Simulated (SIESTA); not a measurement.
TiO2 (Anatase):

```
CELL_PARAMETERS angstrom
-1.89210 1.89210 4.75730
1.89210 -1.89210 4.75730
1.89210 1.89210 -4.75730
ATOMIC_POSITIONS crystal
Ti 0.75000 0.25000 0.50000
Ti 0.00000 0.00000 0.00000
O 0.79190 0.79190 0.00000
O 0.54190 0.04190 0.50000
O 0.95810 0.45810 0.50000
O 0.20810 0.20810 0.00000
```

Base run:

```yaml
Program: SIESTA 5.4.2
Functional: PBE
Potentials_or_basis: PseudoDojo 0.4 standard (PBE files)
Basis: TZP (energy shift 0.003 Ry; two zetas on semicore shells)
Grid_cutoff: 800 Ry
Energy_shift: 0.003 Ry
k_mesh: 7 × 7 × 7
Occupations: fermi-dirac, width 0.05 eV
Spin: no spin polarisation
```

Its results: band gap on the k mesh 2.03 eV, indirect (least direct gap 2.38 eV); pressure 7.7 GPa; largest force 0.127 eV/Å.

Task: The run is repeated on the same cell with these changes: basis from TZP (energy shift 0.003 Ry; two zetas on semicore shells) to DZP (energy shift 0.003 Ry; two zetas on semicore shells). What comes out?

Result: Band gap on the k mesh 1.99 eV, indirect (least direct gap 2.32 eV); pressure 9.1 GPa; largest force 0.201 eV/Å.

Caveats: the basis of atomic orbitals isn't converged, which shifts pressures, moduli and gaps.
